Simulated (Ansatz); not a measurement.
# SnO2: straining the crystal, biaxial strain in the a-b plane

An exercise on one series of results from a longer session: the logs are not shown, and one member is left open.

Computed with Ansatz 0.2.0 (DFT r2SCAN, scalar-relativistic, plane waves, PAW, unless a step's input says otherwise).

## Starting point

Symmetry: P4_2/mnm, No. 136, tetragonal system. The conventional cell has a = 4.760 Å, b = 4.760 Å, c = 3.201 Å, α = 90.00°, β = 90.00°, γ = 90.00°. Sn (site symmetry mmm) is surrounded by 6 O at 2.06 to 2.07 Å. O (site symmetry m2m) has 3 Sn at 2.06 to 2.07 Å in its first shell of neighbours.

As a file:

```cif
data_structure
_symmetry_space_group_name_H-M 'P 1'
_symmetry_Int_Tables_number 1
_cell_length_a 4.7599
_cell_length_b 4.7599
_cell_length_c 3.2007
_cell_angle_alpha 90.000
_cell_angle_beta 90.000
_cell_angle_gamma 90.000
_cell_volume 72.52
loop_
_atom_site_label
_atom_site_type_symbol
_atom_site_fract_x
_atom_site_fract_y
_atom_site_fract_z
_atom_site_occupancy
Sn1 Sn 0.50000 0.50000 0.50000 1
Sn2 Sn 0.00000 0.00000 0.00000 1
O1 O 0.30591 0.30591 0.00000 1
O2 O 0.80591 0.19409 0.50000 1
O3 O 0.19409 0.80591 0.50000 1
O4 O 0.69409 0.69409 0.00000 1
```

It goes back to an entry of the Materials Project, which need not be the stable form.

It is the result of an earlier relaxation at this level (volume 12.09 Å³/atom; gap on the mesh: 1.77 eV).

The unstrained cell comes from an earlier run at this level (6 atoms, E(σ→0) -14352.4280 eV, gap 1.77 eV over the zone).

The first run:

File input.yaml:

```yaml
crystal:
  lattice:
    - [4.6647391029, 0.0, 0.0]
    - [0.0, 4.6647391029, 0.0]
    - [0.0, 0.0, 3.2391192845]
  atoms:
    - { symbol: Sn, position: [0.5, 0.5, 0.5] }
    - { symbol: Sn, position: [0.0, 0.0, 0.0] }
    - { symbol: O, position: [0.3059102917, 0.3059102917, 0.0] }
    - { symbol: O, position: [0.8059102917, 0.1940897083, 0.5] }
    - { symbol: O, position: [0.1940897083, 0.8059102917, 0.5] }
    - { symbol: O, position: [0.6940897083, 0.6940897083, 0.0] }
basis:
  ecutwfc: 500
kpoints:
  mp_grid: { grid: [6, 6, 8] }
hamiltonian:
  xc: r2scan
scf:
  occupations: { method: gaussian, width: 0.02 }
output:
  forces: true
  stress: true
  eigenvalues: true
relax:
  adjacent_minimum: "off"
  f_tol: 0.008
  max_steps: 40
  cell: { stress_tol: 0.015, fix: [a, b, gamma] }
```

The run is started by

```console
$ ansatz run input.yaml --threads 1 --pin off --max-ram 2560MiB --backend cpu --events-out ev --progress --plain --runs-dir out
```

Steps of the session up to this table: Strain -2.0 %; The gap over the whole zone at -2.0 %; The cell strained by +2.0 %; The gap over the whole zone at +2.0 %; At -4.0 %; Seeking the band edges at -4.0 %; The cell strained by +4.0 %; Band edges over the zone at +4.0 %; At -6.0 %; The gap over the whole zone at -6.0 %; The cell strained by +6.0 %; Band edges over the zone at +6.0 %.

One table of the session follows, with a row left open; its other results are not shown here.

Lengths are those of the vectors of the cell that was run; stresses in GPa:

| strain (%) | ΔE (meV/atom) | a (Å) | b (Å) | c (Å) |
| --- | --- | --- | --- | --- |
| -6.0 | 97.1 | 4.474 | 4.474 | 3.369 |
| -4.0 | 42.0 | 4.570 | 4.570 | 3.305 |
| -2.0 | 10.1 | 4.665 | 4.665 | 3.249 |
| +0.0 | 0.0 | 4.760 | 4.760 | 3.201 |
| +2.0 | ? | ? | ? | ? |
| +4.0 | 35.3 | 4.950 | 4.950 | 3.126 |
| +6.0 | 74.6 | 5.046 | 5.046 | 3.097 |

**Question.** Estimate the row for strain (%) = +2.0.

Worked estimate for «ΔE (meV/atom)». A straight line through the neighbours (0.0, 0.0) and (4.0, 35.3) gives 0.0 + (35.3 − 0.0) × (2.0 − 0.0) / (4.0 − 0.0) = 17.6; a parabola fitted to 4 rows on both sides gives 9.4.

As computed: ΔE (meV/atom): 9.3; a (Å): 4.855; b (Å): 4.855; c (Å): 3.160. In «ΔE (meV/atom)» the line misses by +8.3 and the parabola by +0.1.

ΔE is over the unstrained cell. Stress in GPa, positive in compression, on the Cartesian axes of the input.
